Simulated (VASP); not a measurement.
**A VASP 6.6.1 single-point calculation on InSb**

INCAR

```
SIGMA = 0.02
IBRION = -1
PREC = Accurate
NELM = 120
NBANDS = 16
ENCUT = 520
ISMEAR = -1
NSW = 0
EDIFF = 1E-7
LCHARG = .FALSE.
LASPH = .TRUE.
LWAVE = .FALSE.
GGA = PE
ISIF = 2
LREAL = .FALSE.
```

KPOINTS

```
KPOINTS created by Atomic Simulation Environment
0
Monkhorst-Pack
6 6 6
0 0 0
```

POSCAR

```
In Sb
 1.0000000000000000
     0.0000000000000000    3.2795130174999998    3.1811276270000000
     3.2795130174999998    0.0000000000000000    3.1811276270000000
     3.2795130174999998    3.2795130174999998    0.0000000000000000
 In  Sb
   1   1
Cartesian
  0.0000000000000000  0.0000000000000000  0.0000000000000000
  1.6397565087499997  1.6397565087499997  1.5905638135000000
```

The recommended PBE PAW datasets give the neutral cell 18 valence electrons.

Command

```
mpirun -np 1 vasp_std
```

Problem. Predict the outcome of this run.

Solution. It converged. Results: gap between bands v and c on the k mesh 0.61 eV; least direct gap on the k mesh 0.77 eV; pressure 2.8 GPa. Band v is the last that the valence electrons fill when counted band by band, and c is the next.

OSZICAR

```
N       E                     dE             d eps       ncg     rms          rms(c)
DAV:   1     0.113379498888E+03    0.11338E+03   -0.79310E+03  2016   0.111E+03
DAV:   2     0.282232974951E+00   -0.11310E+03   -0.10944E+03  2256   0.282E+02
DAV:   3    -0.680946658440E+01   -0.70917E+01   -0.70686E+01  2488   0.722E+01
DAV:   4    -0.701011207695E+01   -0.20065E+00   -0.20060E+00  2584   0.141E+01
DAV:   5    -0.702125494615E+01   -0.11143E-01   -0.11143E-01  3056   0.271E+00    0.413E+00
DAV:   6    -0.692397455623E+01    0.97280E-01   -0.15310E-01  2952   0.595E+00    0.240E+00
DAV:   7    -0.691043540295E+01    0.13539E-01   -0.68394E-02  2664   0.243E+00    0.621E-01
DAV:   8    -0.691143178518E+01   -0.99638E-03   -0.76349E-03  2696   0.100E+00    0.258E-01
DAV:   9    -0.691206342283E+01   -0.63164E-03   -0.91094E-04  2472   0.253E-01    0.764E-02
DAV:  10    -0.691211363101E+01   -0.50208E-04   -0.49352E-05  2840   0.484E-02    0.382E-02
DAV:  11    -0.691215651600E+01   -0.42885E-04   -0.76058E-05  2264   0.570E-02    0.240E-02
DAV:  12    -0.691215792041E+01   -0.14044E-05   -0.12975E-06  2680   0.835E-03    0.654E-03
DAV:  13    -0.691215826053E+01   -0.34012E-06   -0.13721E-06  2328   0.755E-03    0.350E-03
DAV:  14    -0.691215810992E+01    0.15061E-06   -0.38936E-08  2256   0.118E-03    0.111E-03
DAV:  15    -0.691215813513E+01   -0.25211E-07   -0.13057E-08  1584   0.954E-04
   1 F= -.69121581E+01 E0= -.69121581E+01  d E =-.312598E-08
```

Standard output (part)

```
POSCAR found type information on POSCAR InSb
 POSCAR found :  2 types and       2 ions
 LDA part: xc-table for (Slater+PW92), standard interpolation
 POSCAR, INCAR and KPOINTS ok, starting setup
 WAVECAR not read
 entering main loop
```

The shifted mesh misses Γ, so a band edge there is missed.

For comparison, a separate PBE run of the intended cell, on usual settings and not on those above, gives a gap of 0.14 eV on its mesh and a pressure of 2.8 GPa.
